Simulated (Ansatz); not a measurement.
Set up this calculation in Ansatz 0.2.0, as the native input.

```
Task                : phonons
Functional          : PBEsol
Potentials or basis : Ansatz PAW
Cutoff              : 420 eV (not typed: the program's choice for these potentials)
k mesh              : 9 × 9 × 8
Occupations         : fermi-dirac, width 0.05 eV
Spin                : no spin polarisation
```

Si:

```
Si
1.0
     2.62054    0.00000    0.00000
    -1.31027    2.26946    0.00000
     0.00000    0.00000    2.46635
Si
1
Direct
  0.00000 0.00000 0.00000
```

This isn't the form of Si at room conditions, which is diamond.

One way to write it, as run:

input.yaml

```yaml
crystal:
  lattice:
    - [2.6205428149, 0.0, 0.0]
    - [-1.3102714075, 2.2694566494, 0.0]
    - [0.0, 0.0, 2.46635439]
  atoms:
    - { symbol: Si, position: [0.0, 0.0, 0.0] }
hamiltonian:
  xc: pbesol
  pseudopotentials: { kind: paw }
kpoints:
  mp_grid: { grid: [9, 9, 8] }
scf:
  occupations: { method: fermi_dirac, width: 0.05 }
phonons:
  method: dfpt
```

Potentials or basis: Ansatz PAW.

The run is started by

```sh
$ ansatz run input.yaml --threads 2 --pin off --max-ram 5632MiB --backend cpu --events-out ev --progress --plain --runs-dir out
```

Results of the run:

```json
{
 "Band gap on the k mesh": "none (metal or under the smearing width)"
}
```

Run time: 1.6 s on 2 threads of Arm Neoverse V1 (shared host), peak memory 0.29 GiB.
